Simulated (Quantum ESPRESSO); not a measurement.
A run of Quantum ESPRESSO 7.5:

The input pw.in:

```
&CONTROL
  calculation = 'scf'
  prefix = 'pwscf'
  outdir = './tmp'
  pseudo_dir = './pseudo'
  tprnfor = .true.
  tstress = .true.
  disk_io = 'low'
/
&SYSTEM
  ibrav = 0
  celldm(1) = 8
  nat = 4
  ntyp = 2
  ecutwfc = 84
  nbnd = 14
  occupations = 'smearing'
  smearing = 'fd'
  degauss = 0.00367493
/
&ELECTRONS
  conv_thr = 8d-10
  electron_maxstep = 120
  mixing_beta = 0.5
/
ATOMIC_SPECIES
N     14.0070 N.upf
B     10.8100 B.upf
CELL_PARAMETERS alat
  0.5901236741981   0.0000000000000   0.0000000000000
 -0.2950618370991   0.5110620932419   0.0000000000000
  0.0000000000000   0.0000000000000   1.5674569556474
ATOMIC_POSITIONS crystal
N      0.6666666667    0.3333333333    0.2500000000
N      0.3333333333    0.6666666667    0.7500000000
B      0.6666666667    0.3333333333    0.7500000000
B      0.3333333333    0.6666666667    0.2500000000
K_POINTS automatic
6 6 2 0 0 1
```

Contents of relax.in:

```
&CONTROL
  calculation = 'vc-relax'
  prefix = 'pwscf'
  outdir = './tmp'
  pseudo_dir = './pseudo'
  tprnfor = .true.
  tstress = .true.
  disk_io = 'low'
  nstep = 40
  forc_conv_thr = 0.0001
  etot_conv_thr = 1d-06
/
&SYSTEM
  ibrav = 0
  celldm(1) = 8
  nat = 4
  ntyp = 2
  ecutwfc = 84
  nbnd = 14
  occupations = 'smearing'
  smearing = 'fd'
  degauss = 0.00367493
/
&ELECTRONS
  conv_thr = 8d-10
  electron_maxstep = 120
  mixing_beta = 0.5
/
&IONS
  ion_dynamics = 'bfgs'
/
&CELL
  cell_dynamics = 'bfgs'
  press = 0
  press_conv_thr = 0.2
/
ATOMIC_SPECIES
N     14.0070 N.upf
B     10.8100 B.upf
CELL_PARAMETERS alat
  0.5901236742049  -0.0000000000000   0.0000000000000
 -0.2950618371024   0.5110620932361   0.0000000000000
  0.0000000000000   0.0000000000000   1.5674569556474
ATOMIC_POSITIONS crystal
N      0.6666666666    0.3333333332    0.2500000000
N      0.3333333332    0.6666666666    0.7500000000
B      0.6666666666    0.3333333332    0.7500000000
B      0.3333333332    0.6666666666    0.2500000000
K_POINTS automatic
6 6 2 0 0 1
```

File scf2.in:

```
&CONTROL
  calculation = 'scf'
  prefix = 'pwscf'
  outdir = './tmp'
  pseudo_dir = './pseudo'
  tprnfor = .true.
  tstress = .true.
  disk_io = 'low'
/
&SYSTEM
  ibrav = 0
  celldm(1) = 8
  nat = 4
  ntyp = 2
  ecutwfc = 84
  nbnd = 14
  occupations = 'fixed'
/
&ELECTRONS
  conv_thr = 1d-13
  electron_maxstep = 120
  mixing_beta = 0.5
  startingpot = 'file'
  startingwfc = 'file'
/
ATOMIC_SPECIES
N     14.0070 N.upf
B     10.8100 B.upf
CELL_PARAMETERS alat
  0.5879448877110   0.0000000000068   0.0000000000000
 -0.2939724438614   0.5091752087795   0.0000000000000
  0.0000000000000   0.0000000000000   1.5296642387410
ATOMIC_POSITIONS crystal
N      0.6666666665    0.3333333331    0.2500000000
N      0.3333333331    0.6666666665    0.7500000000
B      0.6666666665    0.3333333331    0.7500000000
B      0.3333333331    0.6666666665    0.2500000000
K_POINTS automatic
6 6 2 0 0 1
```

File ph.in:

```
phonons of BN
&INPUTPH
  prefix = 'pwscf'
  outdir = './tmp'
  tr2_ph = 1d-18
  fildyn = 'dyn'
  niter_ph = 90
  alpha_mix(1) = 0.7
  epsil = .true.
/
0.0000000000 0.0000000000 0.0000000000
```

Contents of dynmat.in:

```
&INPUT
  fildyn = 'dyn'
  asr = 'crystal'
  lperm = .true.
  filout = 'dynmat.disp'
  fileig = 'dynmat.eig'
/
```

Contents of dynmat_lo.in:

```
&INPUT
  fildyn = 'dyn'
  asr = 'crystal'
  filout = 'dynmat_lo.disp'
  fileig = 'dynmat_lo.eig'
  q(1) = 0
  q(2) = 0
  q(3) = 1
/
```

Potentials or basis: PseudoDojo 0.4.1 SR LDA standard.

The run is started by

```sh
$ OMP_NUM_THREADS=1 pw.x -in pw.in > pw.out
$ OMP_NUM_THREADS=1 pw.x -in relax.in > relax.out
$ OMP_NUM_THREADS=1 pw.x -in scf2.in > scf2.out
$ OMP_NUM_THREADS=1 ph.x -in ph.in > ph.out
$ OMP_NUM_THREADS=1 dynmat.x -in dynmat.in > dynmat.out
$ OMP_NUM_THREADS=1 dynmat.x -in dynmat_lo.in > dynmat_lo.out
```

Hardware: 1 thread of Intel(R) Xeon(R) 6975P-C (Granite Rapids), with other jobs on the host.

Problem. How long does it take, and how much memory?

Solution. It took 73 s on 1 thread of Intel(R) Xeon(R) 6975P-C (Granite Rapids) (shared host), peak memory 0.06 GiB. Counts: scf iterations 96, k pools 1, bands 14, ion steps 11, k points 7, g dense 25183.
